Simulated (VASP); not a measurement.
# Cu (Fm-3m) in VASP: notebook

One crystal, Cu, is run at these levels: LDA; tasks: relaxation of cell and atoms.

Everything below comes from runs of VASP 6.6.1. Logs are shortened: lines on timing, memory, paths and dates and some standing lists are left out, and cuts for length are marked.

## (1) Starting point

Symmetry: Fm-3m, No. 225, cubic system. The conventional cell has a = 3.615 Å, b = 3.615 Å, c = 3.615 Å, α = 90.00°, β = 90.00°, γ = 90.00°. Cu (site symmetry m-3m) has 12 Cu at 2.56 Å as nearest neighbours.

## (2) Relaxation of cell and atoms, LDA

INCAR reads:

```
SYSTEM = Cu
  ALGO = Normal
  EDIFF = 1E-7
  EDIFFG = -0.002
  ENCUT = 520
  GGA = CA
  IBRION = 2
  ISIF = 3
  ISMEAR = 0
  LASPH = .TRUE.
  LCHARG = .FALSE.
  LREAL = .FALSE.
  LWAVE = .FALSE.
  NELM = 60
  NSW = 80
  PREC = Accurate
  SIGMA = 0.1
```

KPOINTS reads:

```
k-points
0
G
  20 20 20
  0 0 0
```

POSCAR reads:

```
Cu
1.0
    0.0000000000      1.8075000000      1.8075000000
    1.8075000000      0.0000000000      1.8075000000
    1.8075000000      1.8075000000      0.0000000000
Cu
1
Direct
    0.0000000000      0.0000000000      0.0000000000
```

Potentials or basis: VASP PAW LDA potentials, release 64 (Cu).

Launch:

```console
$ cat potpaw_LDA.64/Cu/POTCAR > POTCAR
$ mpirun -np 1 vasp_std > vasp.out
```

OUTCAR:

```text
SYSTEM = Cu
   EDIFF = 1E-7
   EDIFFG = -0.002
   ENCUT = 520
   GGA = CA
   IBRION = 2
   ISIF = 3
   ISMEAR = 0
   LASPH = .TRUE.
   LREAL = .FALSE.
   NELM = 60
   NSW = 80
   PREC = Accurate

 ion  position               nearest neighbor table
   1  0.000  0.000  0.000-

  LATTYP: Found a face centered cubic cell.
 ALAT       =     3.6150000000

  Lattice vectors:

 A1 = (   0.0000000000,   1.8075000000,   1.8075000000)
 A2 = (   1.8075000000,   0.0000000000,   1.8075000000)
 A3 = (   1.8075000000,   1.8075000000,   0.0000000000)

Analysis of symmetry for initial positions (statically):
=====================================================================
 Subroutine PRICEL returns:
 Original cell was already a primitive cell.

 Routine SETGRP: Setting up the symmetry group for a
 face centered cubic supercell.

 Subroutine GETGRP returns: Found 48 space group operations
 (whereof 48 operations were pure point group operations)
 out of a pool of 48 trial point group operations.

The static configuration has the point symmetry O_h .

Analysis of symmetry for dynamics (positions and initial velocities):
=====================================================================
 Subroutine PRICEL returns:
 Original cell was already a primitive cell.

 Routine SETGRP: Setting up the symmetry group for a
 face centered cubic supercell.

 Subroutine GETGRP returns: Found 48 space group operations
 (whereof 48 operations were pure point group operations)
 out of a pool of 48 trial point group operations.

The dynamic configuration has the point symmetry O_h .

 Subroutine INISYM returns: Found 48 space group operations
 (whereof 48 operations are pure point group operations),
 and found     1 'primitive' translations

----------------------------------------------------------------------------------------

                                     Primitive cell

  volume of cell :      11.8104

  direct lattice vectors                    reciprocal lattice vectors
     0.000000000  1.807500000  1.807500000    -0.276625173  0.276625173  0.276625173
     1.807500000  0.000000000  1.807500000     0.276625173 -0.276625173  0.276625173
     1.807500000  1.807500000  0.000000000     0.276625173  0.276625173 -0.276625173

  length of vectors
     2.556191014  2.556191014  2.556191014     0.479128854  0.479128854  0.479128854

  position of ions in fractional coordinates (direct lattice)
     0.000000000  0.000000000  0.000000000

  ion indices of the primitive-cell ions
   primitive index   ion index
                 1           1

----------------------------------------------------------------------------------------

 KPOINTS: k-points

Automatic generation of k-mesh.
 Grid dimensions read from file:
 generate k-points for:   20   20   20

 Generating k-lattice:

  Cartesian coordinates                     Fractional coordinates (reciprocal lattice)
    -0.013831259  0.013831259  0.013831259     0.050000000  0.000000000  0.000000000
     0.013831259 -0.013831259  0.013831259     0.000000000  0.050000000  0.000000000
     0.013831259  0.013831259 -0.013831259     0.000000000  0.000000000  0.050000000

  Length of vectors
     0.023956443  0.023956443  0.023956443

  Shift w.r.t. Gamma in fractional coordinates (k-lattice)
     0.000000000  0.000000000  0.000000000

 Subroutine IBZKPT returns following result:
 ===========================================

 Found    256 irreducible k-points:

 Following reciprocal coordinates:
            Coordinates               Weight
  0.000000  0.000000  0.000000      1.000000
  0.050000  0.000000  0.000000      8.000000
  0.100000  0.000000  0.000000      8.000000
  0.150000  0.000000  0.000000      8.000000
  0.200000  0.000000  0.000000      8.000000
  0.250000  0.000000  0.000000      8.000000
[... 16 lines left out ...]
 -0.400000  0.050000  0.000000     24.000000
 -0.350000  0.050000  0.000000     24.000000
 [... further k-points ...]
   k-points           NKPTS =    256   k-points in BZ     NKDIM =    256   number of bands    NBANDS=      9
   number of dos      NEDOS =    301   number of ions     NIONS =      1
   total plane-waves  NPLWV =   8000
   dimension x,y,z NGX =    20 NGY =   20 NGZ =   20
   dimension x,y,z NGXF=    40 NGYF=   40 NGZF=   40
   ions per type =               1
   NGX,Y,Z   is equivalent  to a cutoff of  13.01, 13.01, 13.01 a.u.
   NGXF,Y,Z  is equivalent  to a cutoff of  26.01, 26.01, 26.01 a.u.
 SYSTEM =  Cu
   PREC   = accura    normal or accurate (medium, high low for compatibility)
   ISTART =      0    job   : 0-new  1-cont  2-samecut
   ICHARG =      2    charge: 1-file 2-atom 10-const
   ISPIN  =      1    spin polarized calculation?
   LNONCOLLINEAR =      F non collinear calculations
   LSORBIT =      F    spin-orbit coupling
   LASPH  =      T    aspherical Exc in radial PAW
   ENCUT  =  520.0 eV  38.22 Ry    6.18 a.u.   4.75  4.75  4.75*2*pi/ulx,y,z
   NELM   =     60;   NELMIN=  2; NELMDL= -5     # of ELM steps
   EDIFF  = 0.1E-06   stopping-criterion for ELM
   LREAL  =      F    real-space projection
   EDIFFG = -.2E-02   stopping-criterion for IOM
   NSW    =     80    number of steps for IOM
   IBRION =      2    ionic relax: 0-MD 1-quasi-New 2-CG
   NFREE  =      1    steps in history (QN), initial steepest desc. (CG)
   ISIF   =      3    stress and relaxation
   ISYM   =      2    0-nonsym 1-usesym 2-fastsym
   POTIM  = 0.5000    time-step for ionic-motion
   TEBEG  =    0.0;   TEEND  =   0.0 temperature during run
   PSTRESS=    0.0 pullay stress
   NELECT =      11.0000    total number of electrons
   NUPDOWN=      -1.0000    fix difference up-down
   EMIN   =  10.00;   EMAX   =-10.00  energy-range for DOS
   EFERMI =   0.00;   METHOD = LEGACY
   ISMEAR =     0;   SIGMA  =   0.10  broadening in eV -4-tet -1-fermi 0-gaus
   EFERMI_NEDOS =   21; number of points for ismear=-14 and -15
   IALGO  =     38    algorithm
   IMIX   =      4    mixing-type and parameters
     AMIX     =   0.40;   BMIX     =  1.00
     AMIX_MAG =   1.60;   BMIX_MAG =  1.00
  volume/ion in A,a.u.               =      11.81        79.70
  Fermi-wavevector in a.u.,A,eV,Ry     =   1.598763  3.021224 34.777078  2.556043
  Thomas-Fermi vector in A             =   2.696162
   LORBIT       =      0    0 simple, 1 ext, 2 COOP (PROOUT), +10 PAW based schemes
   GGA     = CA    functional components
   LHFCALC =     F    Hartree Fock is set to
   AEXX    =    0.0000 exact exchange contribution
   IVDW    =     0    specifies the selected vdW correction
   LEPSILON=     F    determine dielectric tensor
   LRPA    =     F    only Hartree local field effects (RPA)
 conjugate gradient relaxation of ions
 non-spin polarized calculation
 Gauss-broadening in eV      SIGMA  =   0.10
  energy-cutoff  :      520.00
  volume of cell :       11.81
 maximum number of plane-waves:       332
   NGX =  9   NGY =  9   NGZ =  9

--------------------------------------- Ionic step        1  -------------------------------------------

 number of electron      11.0000001 magnetization

 Free energy of the ion-electron system (eV)
  ---------------------------------------------------
  ext. energy  EPLUGINS =         0.00000000
  ---------------------------------------------------
  free energy    TOTEN  =        -4.67525521 eV

  energy without entropy =       -4.67392587  energy(sigma->0) =       -4.67459054

------------------------ aborting loop because EDIFF is reached ----------------------------------------

  FORCE on cell =-STRESS in cart. coord.  units (eV):
  Direction    XX          YY          ZZ          XY          YZ          ZX
  --------------------------------------------------------------------------------------
  -------------------------------------------------------------------------------------
  Total       -0.8630564     -0.8630564     -0.8630564      0.0000000      0.0000000     -0.0000000
  in kB     -117.0805682   -117.0805682   -117.0805682      0.0000000      0.0000000     -0.0000000
  external PRESSURE =    -117.0805682 kB  Pullay stress =       0.0000000 kB

 VOLUME and BASIS-vectors are now :
 -----------------------------------------------------------------------------
  energy-cutoff  :      520.00
  volume of cell :       11.81
      direct lattice vectors                 reciprocal lattice vectors
     0.000000000  1.807500000  1.807500000    -0.276625173  0.276625173  0.276625173
     1.807500000  0.000000000  1.807500000     0.276625173 -0.276625173  0.276625173
     1.807500000  1.807500000  0.000000000     0.276625173  0.276625173 -0.276625173
[... 141 lines left out ...]
 POSITION                                       TOTAL-FORCE (eV/Angst)
 -----------------------------------------------------------------------------------
      0.00000      0.00000     -0.00000        -0.000000     -0.000000     -0.000000
 -----------------------------------------------------------------------------------
    total drift:                               -0.000000     -0.000000     -0.000000

  FREE ENERGIE OF THE ION-ELECTRON SYSTEM (eV)
  ---------------------------------------------------
  free  energy   TOTEN  =        -4.7094633685 eV

  energy  without entropy=       -4.7082121001  energy(sigma->0) =       -4.70883773

--------------------------------------- Ionic step        6  -------------------------------------------

 number of electron      11.0000001 magnetization

 Free energy of the ion-electron system (eV)
  ---------------------------------------------------
  ext. energy  EPLUGINS =         0.00000000
  ---------------------------------------------------
  free energy    TOTEN  =        -4.70946541 eV

  energy without entropy =       -4.70821439  energy(sigma->0) =       -4.70883990

 E-fermi :   8.3074     XC(G=0): -13.5540

 val. band max:        8.2512881129   @ k =   0.4500   0.3000   0.0000
 cond. band min:       8.3165057530   @ k =   0.5000   0.2500   0.1000
 fundamental gap:      0.0652176401
 Fermi energy:         8.3074349999

 k-point     1 :       0.0000    0.0000    0.0000
  band No.  band energies     occupation
      1      -1.6102      2.00000
      2       5.0167      2.00000
      3       5.0167      2.00000
      4       5.0167      2.00000
      5       5.9595      2.00000
      6       5.9595      2.00000
      7      31.6152      0.00000
      8      34.6944      0.00000
      9      34.6944      0.00000

 k-point     2 :       0.0500    0.0000    0.0000
  band No.  band energies     occupation
      1      -1.5139      2.00000
      2       4.9945      2.00000
      3       5.0364      2.00000
      4       5.0364      2.00000
      5       5.9514      2.00000
      6       5.9514      2.00000
      7      31.1784      0.00000
      8      33.3771      0.00000
      9      34.3898      0.00000
[... 253 lines left out ...]
 k-point    24 :      -0.3500    0.0500    0.0000
  band No.  band energies     occupation
      1       2.3291      2.00000
      2       5.0503      2.00000
      3       5.0957      2.00000
      4       5.2365      2.00000
      5       6.3106      2.00000
      6       6.6251      2.00000
      7      16.0650      0.00000
      8      28.9888      0.00000
      9      31.3782      0.00000

 [... further k-points ...]
[... 5 lines left out ...]
  --------------------------------------------------------------------------------------
  -------------------------------------------------------------------------------------
  Total       -0.0014427     -0.0014427     -0.0014427      0.0000000      0.0000000      0.0000000
  in kB       -0.2112130     -0.2112130     -0.2112130      0.0000000      0.0000000      0.0000000
  external PRESSURE =      -0.2112130 kB  Pullay stress =       0.0000000 kB

 VOLUME and BASIS-vectors are now :
 -----------------------------------------------------------------------------
  energy-cutoff  :      520.00
  volume of cell :       10.94
      direct lattice vectors                 reciprocal lattice vectors
     0.000000000  1.762148804  1.762148804    -0.283744482  0.283744482  0.283744482
     1.762148804 -0.000000000  1.762148804     0.283744482 -0.283744482  0.283744482
     1.762148804  1.762148804 -0.000000000     0.283744482  0.283744482 -0.283744482

 POSITION                                       TOTAL-FORCE (eV/Angst)
 -----------------------------------------------------------------------------------
      0.00000      1.76215      1.76215         0.000000      0.000000      0.000000
 -----------------------------------------------------------------------------------
    total drift:                               -0.000000     -0.000000     -0.000000

  FREE ENERGIE OF THE ION-ELECTRON SYSTEM (eV)
  ---------------------------------------------------
  free  energy   TOTEN  =        -4.7094654058 eV

  energy  without entropy=       -4.7082143888  energy(sigma->0) =       -4.70883990

 reached required accuracy - stopping structural energy minimisation
```

It took 44 s on 1 thread of AMD EPYC 9R45 (Zen 5), shared host; peak memory 0.12 GiB.

Results:

| Quantity | Value |
| --- | --- |
| Free energy | -4.7095 eV |
| Relaxed volume | 10.94 Å³/atom |
| Relaxed cell | a = 2.492 Å, b = 2.492 Å, c = 2.492 Å, α = 60.00°, β = 60.00°, γ = 60.00° |
| Space group after relaxing (to 0.05 Å) | Fm-3m (No. 225) |
| Energy gained by relaxing | 34.2 meV/atom |
| Ionic steps | 6 |
| Pressure after relaxing | 0.0 GPa |
| Band gap on the k mesh | none (metal or under the smearing width) |

The path:
```tsv
step	energy change (eV)	largest force (eV/Å)	pressure (GPa)	volume (Å³)
1	0.0000	0.0000	-11.71	11.81
2	-0.0167	0.0000	10.71	10.40
3	-0.0342	0.0000	-0.06	10.95
4	-0.0342	0.0000	0.19	10.93
5	-0.0342	0.0000	-0.07	10.95
6	-0.0342	0.0000	-0.02	10.94
```

Final structure:
```
Cu
1.0
     0.00000    1.76215    1.76215
     1.76215    0.00000    1.76215
     1.76215    1.76215    0.00000
Cu
1
Direct
  0.00000 0.00000 0.00000
```

LDA usually gives volumes a few per cent too small. Zero-point motion and thermal expansion aren't in these numbers.

## (3) Relaxation of cell and atoms, LDA

This run uses another cell than the first one, of 10.94 Å³/atom, 0.927 times its volume.

INCAR is that of step 2.

KPOINTS is that of step 2.

POSCAR reads:

```
Cu                                      
1.0
    0.0000000000      1.7621488045      1.7621488045
    1.7621488045     -0.0000000000      1.7621488045
    1.7621488045      1.7621488045     -0.0000000000
  Cu            
     1
Direct
     1.0000000000000000    0.0000000000000000    0.0000000000000000
```

Potentials or basis: VASP PAW LDA potentials, release 64 (Cu).

Launch:

```console
$ cat potpaw_LDA.64/Cu/POTCAR > POTCAR
$ mpirun -np 1 vasp_std > vasp.out
```

Wall time 23 s (1 thread of AMD EPYC 9R45 (Zen 5), shared host); peak memory 0.11 GiB.

Results (log left out):

```yaml
Free_energy: -4.7092 eV
Relaxed_volume: 10.94 Å³/atom
Relaxed_cell: a = 2.492 Å, b = 2.492 Å, c = 2.492 Å, α = 60.00°, β = 60.00°, γ = 60.00°
Space_group_after_relaxing_to_0.05_Å: Fm-3m (No. 225)
Energy_gained_by_relaxing: 0.0 meV/atom
Ionic_steps: 3
Pressure_after_relaxing: 0.0 GPa
Band_gap_on_the_k_mesh: none (metal or under the smearing width)
```

Final structure:
```
Cu
1.0
     0.00000    1.76185    1.76185
     1.76185    0.00000    1.76185
     1.76185    1.76185    0.00000
Cu
1
Direct
  0.00000 0.00000 0.00000
```

Levels at points of the mesh, in eV from the Fermi level:
```tsv
k point	band 3	band 4	band 5	band 6	band 7	band 8	band 9
(0.00, 0.00, 0.00)	-3.29	-3.29	-2.35	-2.35	23.31	26.39	26.39
(0.50, 0.00, 0.00)	-3.33	-1.71	-1.71	-1.18	4.15	21.79	23.16
(0.50, 0.50, 0.00)	-1.72	-1.55	-1.55	1.46	7.69	13.63	13.63
```
